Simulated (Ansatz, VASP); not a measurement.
**Hg in VASP and in Ansatz**

The input INCAR:

```
SYSTEM = Hg
ALGO     = Normal         ! electronic algorithm
EDIFF    = 1E-6           ! SCF threshold, eV
ENCUT    = 520            ! plane-wave cutoff, eV
GGA      = PE             ! functional
ISIF     = 2              ! what is computed and relaxed
ISMEAR   = 0              ! smearing method
LASPH    = .True.         ! aspherical terms in the spheres
LCHARG   = .False.        ! write CHGCAR
LDAU     = .True.         ! DFT+U
LDAUJ    = 0.63         
LDAUL    = 2              ! shell
LDAUPRINT= 1            
LDAUTYPE = 1            
LDAUU    = 8.5            ! U, eV
LREAL    = .False.        ! projectors in reciprocal space
LWAVE    = .False.        ! write WAVECAR
NBANDS   = 12             ! bands
NELM     = 150            ! most SCF steps
PREC     = Accurate       ! precision mode
SIGMA    = 0.1            ! smearing width, eV
```

The input KPOINTS:

```
k-points
0
Gamma
  8 8 8
  0 0 0
```

POSCAR

```
Hg
1.0
    0.0000000000      2.3919113801      2.3919113801
    2.3919113801      0.0000000000      2.3919113801
    2.3919113801      2.3919113801      0.0000000000
Hg
1
Direct
    0.0000000000      0.0000000000      0.0000000000
```

Input for Ansatz:

```yaml
crystal:
  lattice:
    - [0.0, 2.3919113801, 2.3919113801]
    - [2.3919113801, 0.0, 2.3919113801]
    - [2.3919113801, 2.3919113801, 0.0]
  atoms:
    - { symbol: Hg, position: [0.0, 0.0, 0.0] }
basis:
  ecutwfc: 420
kpoints:
  mp_grid: { grid: [8, 8, 8] }
  band_path: { path: [[0, 0, 0], [0.5, 0, 0], [0.5, 0.5, 0.5]], npoints: 8 }
hamiltonian:
  xc: pbe
  hubbard: { sites: [{ species: Hg, l: d, u: 8.5, j: 0.63 }] }
scf:
  occupations: { method: gaussian, width: 0.1 }
  max_iter: 300
output:
  forces: true
  stress: true
  eigenvalues: true
```

Alike in both runs: task single point; functional PBE; k mesh 8 × 8 × 8; occupations gaussian, width 0.1 eV; no spin polarisation; Hubbard terms Hg d U = 8.5 eV, J = 0.63 eV.

|  | VASP | Ansatz |
| --- | --- | --- |
| version | VASP 6.6.1 | Ansatz 0.2.0 |
| potentials or method | VASP PAW PBE potentials, release 64 (Hg) | scalar-relativistic, plane waves, PAW |
| plane-wave cutoff (eV) | 520 | 420 |
| valence electrons in the cell | 12 | 20 |

|  | VASP | Ansatz | Ansatz less VASP |
| --- | --- | --- | --- |
| gap on the k mesh at the Fermi level (eV) | none | none | - |
| pressure (GPa) | 1.6 | 2.8 | +1.21 |

The programs project onto different local orbitals, so the same U acts differently. A gap of «none» marks a metal or a gap that the smearing closes. The two sets of potentials don't hold the same shells in valence. Ansatz warned: «filled_band_counts_differ_across_k_points».

Caveats: U without spin polarisation on a metal has little footing; the U is typed as a test and isn't derived for this compound. The runs have no spin-orbit coupling, so splittings on Hg are missing.
